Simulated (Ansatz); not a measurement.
Pb in Ansatz: the effect of functional

Pb:

```
Pb
1.0
     3.52579    0.00000    0.00000
    -1.76290    3.05343    0.00000
     0.00000    0.00000    5.66356
Pb
2
Direct
  0.66667 0.33333 0.75000
  0.33333 0.66667 0.25000
```

This isn't the form of Pb at room conditions, which is fcc.

The cell isn't the ideal one: volume scaled by 1.04.

Alike in all runs:

```yaml
Program: Ansatz 0.2.0
Task: single point
Potentials_or_basis: Ansatz PAW
k_mesh: 9 × 9 × 5
Occupations: fermi-dirac, width 0.05 eV
Spin: no spin polarisation
```

```csv
functional,cutoff,pressure (GPa)
LDA,420 eV (not typed: the program's choice for these potentials),?
PBEsol,420 eV (not typed: the program's choice for these potentials),-0.7
r2SCAN,500 eV (not typed: the program's choice for these potentials),0.9
```

Problem. What does the run with functional LDA give?

Solution. Pressure -2.2 GPa.

Caveats: the PAW data sets come from PBE, with cores solved anew for the run's functional, which leaves a small shift of forces and pressure.

Runs at the PBE level aren't shown here.
